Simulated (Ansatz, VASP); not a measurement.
# One calculation of Si (a cell with a defect), two programs

```
Si
1.0
     0.00000    5.43000    5.43000
     5.43000    0.00000    5.43000
     5.43000    5.43000    0.00000
Si
17
Direct
  0.00366 0.99671 0.00289
  0.12485 0.12631 0.12441
  0.00366 0.99670 0.49673
  0.13271 0.12224 0.62252
  0.00009 0.50001 0.99995
  0.12486 0.62438 0.12453
  0.00372 0.50255 0.49686
  0.12486 0.62437 0.62624
  0.49716 0.99683 0.00299
  0.62326 0.12255 0.13148
  0.50108 0.99901 0.49993
  0.62326 0.12253 0.62268
  0.49712 0.50282 0.00322
  0.62638 0.62450 0.12456
  0.49713 0.50280 0.49684
  0.62345 0.63051 0.62302
  0.75101 0.24905 0.74995
```

Alike in both runs: functional PBE; k mesh 2 × 2 × 2; occupations fermi-dirac, width 0.05 eV; no spin polarisation.

Ansatz relaxed the structure, and its values are those at the end. VASP's run is a single point on that final structure, the one shown.

```csv
,VASP,Ansatz
version,VASP 6.6.1,Ansatz 0.2.0
potentials or method,"VASP PAW PBE potentials, release 64 (Si)","scalar-relativistic, plane waves, PAW"
plane-wave cutoff (eV),520,420
valence electrons in the cell,68,68
```

```tsv
	VASP	Ansatz	Ansatz less VASP
rms of the force components (eV/Å)	0.009	0.010	+0.0011
```

Caveats: the k mesh is coarse (spacing up to 0.50 Å⁻¹), so the values aren't converged.
